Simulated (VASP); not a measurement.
# MnO (Fm-3m) in VASP: a series of runs

Runs on MnO. Level: r2SCAN+U. Tasks: single point.

Program: VASP 6.6.1. These are calculated values, not measurements. Logs are shortened: lines on timing, memory, paths and dates and some standing lists are left out, and cuts for length are marked.

## 1. The structure

It takes space group Fm-3m (No. 225, cubic). Conventional cell: a = 4.444 Å, b = 4.444 Å, c = 4.444 Å, α = 90.00°, β = 90.00°, γ = 90.00°. Around Mn (site symmetry m-3m) lie 6 O at 2.22 Å. O (site symmetry m-3m) has 6 Mn at 2.22 Å as nearest neighbours.

## 2. Single point, r2SCAN+U, collinear spin, ferromagnetic start

File INCAR:

```
SYSTEM = MnO
PREC = Accurate
ENCUT = 520
EDIFF = 1E-6
ISMEAR = -1
SIGMA = 0.05
LREAL = .False.
LASPH = .True.
NELM = 150
ALGO = Normal
ISIF = 2
LWAVE = .False.
LCHARG = .False.
ISPIN = 2
MAGMOM = 4 0
LORBIT = 11
LMAXMIX = 4
LDAU = .True.
LDAUTYPE = 2
LDAUL = 2 -1
LDAUU = 2 0
LDAUJ = 0 0
LDAUPRINT = 1
METAGGA = R2SCAN
LMIXTAU = .True.
```

File KPOINTS:

```
regular mesh
0
Gamma
  7 7 7
  0 0 0
```

File POSCAR:

```
MnO
1.0
    0.0000000000      2.2220003300      2.2220003300
    2.2220003300      0.0000000000      2.2220003300
    2.2220003300      2.2220003300      0.0000000000
Mn O
1 1
Direct
    0.0000000000      0.0000000000      0.0000000000
    0.5000000000      0.5000000000      0.5000000000
```

Potentials or basis: VASP PAW PBE potentials, release 64 (Mn_pv, O).

On the command line:

```
cat potpaw_PBE.64/Mn_pv/POTCAR potpaw_PBE.64/O/POTCAR > POTCAR
mpirun -np 1 vasp_std > vasp.out
```

OUTCAR:

```text
SYSTEM = MnO
   PREC = Accurate
   ENCUT = 520
   EDIFF = 1E-6
   ISMEAR = -1
   LREAL = .False.
   LASPH = .True.
   NELM = 150
   ISIF = 2
   ISPIN = 2
   LORBIT = 11
   METAGGA = R2SCAN

 ion  position               nearest neighbor table
   1  0.000  0.000  0.000-   2 2.22   2 2.22   2 2.22   2 2.22   2 2.22   2 2.22
   2  0.500  0.500  0.500-   1 2.22   1 2.22   1 2.22   1 2.22   1 2.22   1 2.22

  LATTYP: Found a face centered cubic cell.
 ALAT       =     4.4440006600

  Lattice vectors:

 A1 = (   0.0000000000,   2.2220003300,   2.2220003300)
 A2 = (   2.2220003300,   0.0000000000,   2.2220003300)
 A3 = (   2.2220003300,   2.2220003300,   0.0000000000)

Analysis of symmetry for initial positions (statically):
=====================================================================
 Subroutine PRICEL returns:
 Original cell was already a primitive cell.

 Routine SETGRP: Setting up the symmetry group for a
 face centered cubic supercell.

 Subroutine GETGRP returns: Found 48 space group operations
 (whereof 48 operations were pure point group operations)
 out of a pool of 48 trial point group operations.

The static configuration has the point symmetry O_h .

Analysis of symmetry for dynamics (positions and initial velocities):
=====================================================================
 Subroutine PRICEL returns:
 Original cell was already a primitive cell.

 Routine SETGRP: Setting up the symmetry group for a
 face centered cubic supercell.

 Subroutine GETGRP returns: Found 48 space group operations
 (whereof 48 operations were pure point group operations)
 out of a pool of 48 trial point group operations.

The dynamic configuration has the point symmetry O_h .

Analysis of structural, dynamic, and magnetic symmetry:
=====================================================================
 Subroutine PRICEL returns:
 Original cell was already a primitive cell.

 Routine SETGRP: Setting up the symmetry group for a
 face centered cubic supercell.

 Subroutine GETGRP returns: Found 48 space group operations
 (whereof 48 operations were pure point group operations)
 out of a pool of 48 trial point group operations.

The overall configuration has the point symmetry O_h .

 Subroutine INISYM returns: Found 48 space group operations
 (whereof 48 operations are pure point group operations),
 and found     1 'primitive' translations

----------------------------------------------------------------------------------------

                                     Primitive cell

  volume of cell :      21.9413

  direct lattice vectors                    reciprocal lattice vectors
     0.000000000  2.222000330  2.222000330    -0.225022469  0.225022469  0.225022469
     2.222000330  0.000000000  2.222000330     0.225022469 -0.225022469  0.225022469
     2.222000330  2.222000330  0.000000000     0.225022469  0.225022469 -0.225022469

  length of vectors
     3.142383002  3.142383002  3.142383002     0.389750349  0.389750349  0.389750349

  position of ions in fractional coordinates (direct lattice)
     0.000000000  0.000000000  0.000000000
     0.500000000  0.500000000  0.500000000

  ion indices of the primitive-cell ions
   primitive index   ion index
                 1           1
                 2           2

----------------------------------------------------------------------------------------

 KPOINTS: regular mesh

Automatic generation of k-mesh.
 Grid dimensions read from file:
 generate k-points for:    7    7    7

 Generating k-lattice:

  Cartesian coordinates                     Fractional coordinates (reciprocal lattice)
    -0.032146067  0.032146067  0.032146067     0.142857143  0.000000000  0.000000000
     0.032146067 -0.032146067  0.032146067     0.000000000  0.142857143  0.000000000
     0.032146067  0.032146067 -0.032146067     0.000000000  0.000000000  0.142857143

  Length of vectors
     0.055678621  0.055678621  0.055678621

[... 88 lines left out ...]

atom =   1  type =  1  l = 2

 onsite density matrix

spin component  1

  0.9398 -0.0000 -0.0000  0.0000 -0.0000
 -0.0000  0.9398  0.0000  0.0000  0.0000
 -0.0000  0.0000  0.9758  0.0000 -0.0000
  0.0000  0.0000  0.0000  0.9398 -0.0000
 -0.0000  0.0000 -0.0000 -0.0000  0.9758

spin component  2

  0.0191 -0.0000 -0.0000  0.0000 -0.0000
 -0.0000  0.0191 -0.0000  0.0000  0.0000
 -0.0000 -0.0000  0.0749 -0.0000  0.0000
  0.0000  0.0000 -0.0000  0.0191  0.0000
 -0.0000  0.0000  0.0000  0.0000  0.0749

 occupancies and eigenvectors

  o =  0.0191  v =  0.0000  0.0000  0.0000  0.0000  0.0000  0.0002  1.0000  0.0000  0.0016 -0.0000      0.0000  0.0000  0.0000  0.0000  0.0000  0.0000  0.0000  0.0000  0.0000  0.0000
  o =  0.0191  v =  0.0000  0.0000  0.0000  0.0000  0.0000 -0.0038 -0.0016 -0.0000  1.0000 -0.0000      0.0000  0.0000  0.0000  0.0000  0.0000  0.0000  0.0000  0.0000  0.0000  0.0000
  o =  0.0191  v =  0.0000  0.0000  0.0000  0.0000  0.0000  1.0000 -0.0002  0.0000  0.0038  0.0000      0.0000  0.0000  0.0000  0.0000  0.0000  0.0000  0.0000  0.0000  0.0000  0.0000
  o =  0.0749  v =  0.0000  0.0000  0.0000  0.0000  0.0000  0.0000 -0.0000  0.4106 -0.0000 -0.9118      0.0000  0.0000  0.0000  0.0000  0.0000  0.0000  0.0000  0.0000  0.0000  0.0000
  o =  0.0749  v =  0.0000  0.0000  0.0000  0.0000  0.0000 -0.0000 -0.0000  0.9118  0.0000  0.4106      0.0000  0.0000  0.0000  0.0000  0.0000  0.0000  0.0000  0.0000  0.0000  0.0000
  o =  0.9398  v =  1.0000  0.0000  0.0000  0.0000  0.0000  0.0000  0.0000  0.0000  0.0000  0.0000      0.0000  0.0000  0.0000  0.0000  0.0000  0.0000  0.0000  0.0000  0.0000  0.0000
  o =  0.9398  v =  0.0000 -0.3083  0.0000 -0.9513 -0.0000  0.0000  0.0000  0.0000  0.0000  0.0000      0.0000  0.0000  0.0000  0.0000  0.0000  0.0000  0.0000  0.0000  0.0000  0.0000
  o =  0.9398  v =  0.0000 -0.9513 -0.0000  0.3083  0.0000  0.0000  0.0000  0.0000  0.0000  0.0000      0.0000  0.0000  0.0000  0.0000  0.0000  0.0000  0.0000  0.0000  0.0000  0.0000
  o =  0.9758  v =  0.0000 -0.0000 -0.0330  0.0000 -0.9995  0.0000  0.0000  0.0000  0.0000  0.0000      0.0000  0.0000  0.0000  0.0000  0.0000  0.0000  0.0000  0.0000  0.0000  0.0000
  o =  0.9758  v =  0.0000 -0.0000  0.9995  0.0000 -0.0330  0.0000  0.0000  0.0000  0.0000  0.0000      0.0000  0.0000  0.0000  0.0000  0.0000  0.0000  0.0000  0.0000  0.0000  0.0000

 number of electron      18.9999992 magnetization       4.9999988

 Free energy of the ion-electron system (eV)
  ---------------------------------------------------
  ext. energy  EPLUGINS =         0.00000000
  ---------------------------------------------------
  free energy    TOTEN  =       -24.04630410 eV

  energy without entropy =      -24.04624783  energy(sigma->0) =      -24.04627596

 E-fermi :   7.1224     XC(G=0): -12.5273

 val. band max:        6.7728441606   @ k =   0.4286   0.0000   0.0000
 cond. band min:       7.2969960517   @ k =   0.0000   0.0000   0.0000
 fundamental gap:      0.5241518911
 Fermi energy:         7.1223572361

 spin component 1

 k-point     1 :       0.0000    0.0000    0.0000
  band No.  band energies     occupation
      1     -45.2346      1.00000
      2     -45.2346      1.00000
      3     -45.2345      1.00000
      4     -13.8022      1.00000
      5       2.9733      1.00000
      6       2.9733      1.00000
      7       2.9733      1.00000
      8       3.3644      1.00000
      9       3.3644      1.00000
     10       3.6319      1.00000
     11       3.6319      1.00000
     12       3.6319      1.00000
[... 330 lines left out ...]
      1     -45.2750      1.00000
      2     -45.2723      1.00000
      3     -45.2541      1.00000
      4     -12.8395      1.00000
      5       0.4089      1.00000
      6       0.6449      1.00000
      7       1.0160      1.00000
      8       3.6238      1.00000
      9       3.8757      1.00000
     10       4.2099      1.00000
     11       4.4254      1.00000
     12       5.6535      1.00000
     13      14.9865      0.00000
     14      15.8015      0.00000
     15      16.1379      0.00000
 Fermi energy:         7.1223572361

 spin component 2

 k-point     1 :       0.0000    0.0000    0.0000
  band No.  band energies     occupation
      1     -38.7802      1.00000
      2     -38.7802      1.00000
      3     -38.7800      1.00000
      4     -13.3584      1.00000
      5       4.1031      1.00000
      6       4.1031      1.00000
      7       4.1031      1.00000
      8       9.0336      0.00000
      9      10.1040      0.00000
     10      10.1041      0.00000
     11      10.1041      0.00000
     12      10.7877      0.00000
[... 331 lines left out ...]
      2     -38.8329      1.00000
      3     -38.8069      1.00000
      4     -12.3152      1.00000
      5       1.5731      1.00000
      6       1.6088      1.00000
      7       2.5656      1.00000
      8      10.2167      0.00000
      9      10.9856      0.00000
     10      11.6940      0.00000
     11      11.9985      0.00000
     12      12.4242      0.00000
     13      17.5453      0.00000
     14      18.0572      0.00000
     15      18.0860      0.00000

------------------------ aborting loop because EDIFF is reached ----------------------------------------

  FORCE on cell =-STRESS in cart. coord.  units (eV):
  Direction    XX          YY          ZZ          XY          YZ          ZX
  --------------------------------------------------------------------------------------
  -------------------------------------------------------------------------------------
  Total        0.3243700      0.3243700      0.3243700      0.0000000      0.0000000     -0.0000000
  in kB       23.6858438     23.6858438     23.6858438      0.0000000      0.0000000     -0.0000000
  external PRESSURE =      23.6858438 kB  Pullay stress =       0.0000000 kB

 VOLUME and BASIS-vectors are now :
 -----------------------------------------------------------------------------
  energy-cutoff  :      520.00
  volume of cell :       21.94
      direct lattice vectors                 reciprocal lattice vectors
     0.000000000  2.222000330  2.222000330    -0.225022469  0.225022469  0.225022469
     2.222000330  0.000000000  2.222000330     0.225022469 -0.225022469  0.225022469
     2.222000330  2.222000330  0.000000000     0.225022469  0.225022469 -0.225022469

 POSITION                                       TOTAL-FORCE (eV/Angst)
 -----------------------------------------------------------------------------------
      0.00000      0.00000      0.00000         0.000000     -0.000000     -0.000000
      2.22200      2.22200      2.22200        -0.000000      0.000000      0.000000
 -----------------------------------------------------------------------------------
    total drift:                                0.000000     -0.000000     -0.000000

  FREE ENERGIE OF THE ION-ELECTRON SYSTEM (eV)
  ---------------------------------------------------
  free  energy   TOTEN  =       -24.0463040985 eV

  energy  without entropy=      -24.0462478293  energy(sigma->0) =      -24.04627596

 total charge

# of ion       s       p       d       tot
------------------------------------------
    1        0.209   6.174   4.959  11.342
    2        1.557   3.484   0.000   5.041
--------------------------------------------------
tot          1.766   9.657   4.959  16.383

 magnetization (x)

# of ion       s       p       d       tot
------------------------------------------
    1        0.028   0.023   4.556   4.606
    2        0.028   0.162   0.000   0.190
--------------------------------------------------
tot          0.056   0.184   4.556   4.796
```

It took 1.9 min on 1 thread of AMD EPYC 7R43 (Zen 3), shared host; peak memory 0.11 GiB.

What came out:

```
Free energy                                           : -24.0463 eV
Pressure                                              : 2.4 GPa
Band gap on the k mesh                                : 0.52 eV, indirect (least direct gap 3.19 eV)
Net moment                                            : 5.00 μB per cell
Site moments                                          : Mn +4.61; O +0.19 μB
Valence electrons inside the program's atomic spheres : Mn 11.34; O 5.04
```

Levels at points of the mesh, in eV from the valence-band top:
Spin up:
```csv
k point,band 8,band 9,band 10,band 11,band 12,band 13,band 14,band 15
"(0.00, 0.00, 0.00)",-3.41,-3.41,-3.14,-3.14,-3.14,0.52,15.29,17.29
```
Spin down:
| k point | band 4 | band 5 | band 6 | band 7 | band 8 | band 9 | band 10 | band 11 |
| --- | --- | --- | --- | --- | --- | --- | --- | --- |
| (0.00, 0.00, 0.00) | -20.13 | -2.67 | -2.67 | -2.67 | 2.26 | 3.33 | 3.33 | 3.33 |

Eigenvalues of the final occupation matrices:
```csv
site,spin,trace,eigenvalues
site 1 d,1,4.77,0.94 0.94 0.94 0.98 0.98
site 1 d,2,0.21,0.02 0.02 0.02 0.07 0.07
```

Caveat: the PAW data sets were made with another functional, which shifts forces and pressure a little; an odd mesh through Γ misses points on the zone boundary, where band edges often lie; a cell with one magnetic atom can't hold antiferromagnetic order, which such compounds often take.

## 3. Single point, r2SCAN+U, collinear spin, ferromagnetic start

INCAR: that of step 2 with these lines changed.

```diff
@@ -20,3 +20,3 @@
 LDAUL = 2 -1
-LDAUU = 2 0
+LDAUU = 3 0
 LDAUJ = 0 0
```

KPOINTS is that of step 2.

POSCAR is that of step 2.

Potentials or basis: VASP PAW PBE potentials, release 64 (Mn_pv, O).

On the command line:

```
cat potpaw_PBE.64/Mn_pv/POTCAR potpaw_PBE.64/O/POTCAR > POTCAR
mpirun -np 1 vasp_std > vasp.out
```

Wall time 1.7 min (1 thread of AMD EPYC 7R43 (Zen 3), shared host); peak memory 0.12 GiB.

Results (log left out):

- Free energy: -23.8469 eV
- Pressure: 3.0 GPa
- Band gap on the k mesh: 0.75 eV, indirect (least direct gap 3.21 eV)
- Net moment: 5.00 μB per cell
- Site moments: Mn +4.63; O +0.17 μB
- Valence electrons inside the program's atomic spheres: Mn 11.34; O 5.04

Levels at points of the mesh, in eV from the valence-band top:
Spin up:
```
           k point  band 8  band 9  band 10  band 11  band 12  band 13  band 14  band 15
(0.00, 0.00, 0.00)   -3.66   -3.66    -2.88    -2.88    -2.88     0.75    15.50    17.33
```
Spin down:
```
           k point  band 5  band 6  band 7  band 8  band 9  band 10
(0.00, 0.00, 0.00)   -2.45   -2.45   -2.45    2.47    3.97     3.97
```

Eigenvalues of the final occupation matrices:
| site | spin | trace | eigenvalues |
| --- | --- | --- | --- |
| site 1 d | 1 | 4.78 | 0.94 0.94 0.94 0.98 0.98 |
| site 1 d | 2 | 0.19 | 0.02 0.02 0.02 0.07 0.07 |

Caveat: the PAW data sets were made with another functional, which shifts forces and pressure a little; an odd mesh through Γ misses points on the zone boundary, where band edges often lie; a cell with one magnetic atom can't hold antiferromagnetic order, which such compounds often take.

## 4. Single point, r2SCAN+U, collinear spin, ferromagnetic start

INCAR: that of step 3 with these lines changed.

```diff
@@ -20,3 +20,3 @@
 LDAUL = 2 -1
-LDAUU = 3 0
+LDAUU = 4 0
 LDAUJ = 0 0
```

KPOINTS is that of step 3.

POSCAR is that of step 3.

On the command line:

```
cat potpaw_PBE.64/Mn_pv/POTCAR potpaw_PBE.64/O/POTCAR > POTCAR
mpirun -np 1 vasp_std > vasp.out
```

Run time: 91 s. Hardware: 1 thread of AMD EPYC 7R43 (Zen 3), shared host; peak memory 0.12 GiB.

Results (log left out):

| Item | Value |
| --- | --- |
| Free energy | -23.6599 eV |
| Pressure | 3.7 GPa |
| Band gap on the k mesh | 0.96 eV, indirect (least direct gap 3.22 eV) |
| Net moment | 5.00 μB per cell |
| Site moments | Mn +4.66; O +0.15 μB |
| Valence electrons inside the program's atomic spheres | Mn 11.34; O 5.05 |

Levels at points of the mesh, in eV from the valence-band top:
Spin up:
```tsv
k point	band 10	band 11	band 12	band 13	band 14	band 15
(0.00, 0.00, 0.00)	-2.64	-2.64	-2.64	0.96	15.69	17.35
```
Spin down:
| k point | band 4 | band 5 | band 6 | band 7 | band 8 | band 9 | band 10 | band 11 |
| --- | --- | --- | --- | --- | --- | --- | --- | --- |
| (0.00, 0.00, 0.00) | -19.71 | -2.25 | -2.25 | -2.25 | 2.67 | 4.59 | 4.59 | 4.59 |

Eigenvalues of the final occupation matrices:
| site | spin | trace | eigenvalues |
| --- | --- | --- | --- |
| site 1 d | 1 | 4.80 | 0.95 0.95 0.95 0.98 0.98 |
| site 1 d | 2 | 0.18 | 0.02 0.02 0.02 0.07 0.07 |

Caveat: the PAW data sets were made with another functional, which shifts forces and pressure a little; an odd mesh through Γ misses points on the zone boundary, where band edges often lie; a cell with one magnetic atom can't hold antiferromagnetic order, which such compounds often take.

## 5. Single point, r2SCAN+U, collinear spin, ferromagnetic start

INCAR: that of step 4 with these lines changed.

```diff
@@ -20,3 +20,3 @@
 LDAUL = 2 -1
-LDAUU = 4 0
+LDAUU = 5 0
 LDAUJ = 0 0
```

KPOINTS is that of step 4.

POSCAR is that of step 4.

On the command line:

```
cat potpaw_PBE.64/Mn_pv/POTCAR potpaw_PBE.64/O/POTCAR > POTCAR
mpirun -np 1 vasp_std > vasp.out
```

It took 1.7 min on 1 thread of AMD EPYC 7R43 (Zen 3), shared host; peak memory 0.12 GiB.

The run converged. Its results:

```
Free energy                                           : -23.4845 eV
Pressure                                              : 4.3 GPa
Band gap on the k mesh                                : 1.16 eV, indirect (least direct gap 3.23 eV)
Net moment                                            : 5.00 μB per cell
Site moments                                          : Mn +4.69; O +0.13 μB
Valence electrons inside the program's atomic spheres : Mn 11.35; O 5.05
```

Levels at points of the mesh, in eV from the valence-band top:
Spin up:
```csv
k point,band 8,band 9,band 10,band 11,band 12,band 13,band 14,band 15
"(0.00, 0.00, 0.00)",-4.23,-4.23,-2.42,-2.42,-2.42,1.16,15.86,17.34
```
Spin down:
```tsv
k point	band 3	band 4	band 5	band 6	band 7	band 8	band 9	band 10	band 11	band 12
(0.00, 0.00, 0.00)	-44.89	-19.53	-2.07	-2.07	-2.07	2.85	5.19	5.19	5.19	5.92
```

Eigenvalues of the final occupation matrices:
```tsv
site	spin	trace	eigenvalues
site 1 d	1	4.81	0.95 0.95 0.95 0.98 0.98
site 1 d	2	0.17	0.01 0.01 0.01 0.06 0.06
```

Caveat: the PAW data sets were made with another functional, which shifts forces and pressure a little; an odd mesh through Γ misses points on the zone boundary, where band edges often lie; a cell with one magnetic atom can't hold antiferromagnetic order, which such compounds often take.

## 6. The runs side by side

```tsv
U	gap on the mesh (eV)	pressure (GPa)	moment (μB)
Mn d U = 2 eV	0.52	2.4	5.00
Mn d U = 3 eV	0.75	3.0	5.00
Mn d U = 4 eV	0.96	3.7	5.00
Mn d U = 5 eV	1.16	4.3	5.00
```

Alike in all rows: task single point; level r2SCAN+U; potentials or basis VASP PAW PBE potentials, release 64 (Mn_pv, O); spin collinear, ferromagnetic start; cell as given; k mesh 7 × 7 × 7; cutoff (eV) 520; smearing fermi-dirac 0.05 eV.

On the cell as given the gap runs from 0.52 eV (r2SCAN+U) to 1.16 eV (r2SCAN+U).

Caveats: the PAW data sets were made with another functional, which shifts forces and pressure a little; an odd mesh through Γ misses points on the zone boundary, where band edges often lie; a cell with one magnetic atom can't hold antiferromagnetic order, which such compounds often take.

Absolute energies hang on the potentials; compare differences alone.
